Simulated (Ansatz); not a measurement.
## Stress against strain in CdS

```
CELL_PARAMETERS angstrom
0.00000 2.94295 2.94295
2.94295 0.00000 2.94295
2.94295 2.94295 0.00000
ATOMIC_POSITIONS crystal
Cd 0.00000 0.00000 0.00000
S 0.75000 0.75000 0.75000
```

Atom numbers follow the list: Cd1, S2.

Structure from Materials Project entry mp-2469 (possibly hypothetical), not relaxed further.

Method: DFT, PBE, all-electron LAPW, scalar-relativistic in Ansatz 0.2.0.

Numerical set-up: a Γ-centred 7×7×7 k mesh, Fermi–Dirac smearing of 0.02 eV, basis error target 0.5 meV/atom, no spin polarisation.

The strain is applied along the Cartesian axes of the cell as listed (the other components stay zero). Fractional coordinates are held (clamped ions).

σ is the change of stress from the unstrained cell, which is at 1.19 GPa; tension is positive, so slopes are stress–strain coefficients at that pressure.

Only quantities that a quadratic follows smoothly over the whole series are listed; rougher ones are left out.

```csv
εzz,σzz (GPa),σxx (GPa)
-0.0300,-2.19,-1.74
-0.0200,-1.45,-1.12
-0.0100,-0.72,-0.54
0.0000,0.00,0.00
0.0200,1.39,0.99
0.0300,2.07,1.44
```

**Question.** Fit the series and read off the stiffness at zero strain.

**Answer.** Least-squares fits y = p0 + p1 x + p2 x² to the rows give σzz (GPa): p1 = 71, p2 = -65; σxx (GPa): p1 = 52.9, p2 = -170. So C11 = 71 GPa and C12 = 53 GPa, which gives B = (C11 + 2 C12)/3 = 59 GPa.

**Question.** One run, at εzz = 0.0100, is withheld. Predict its row.

**Answer.** The fits give 0.70, 0.52; the run gave 0.70, 0.51.
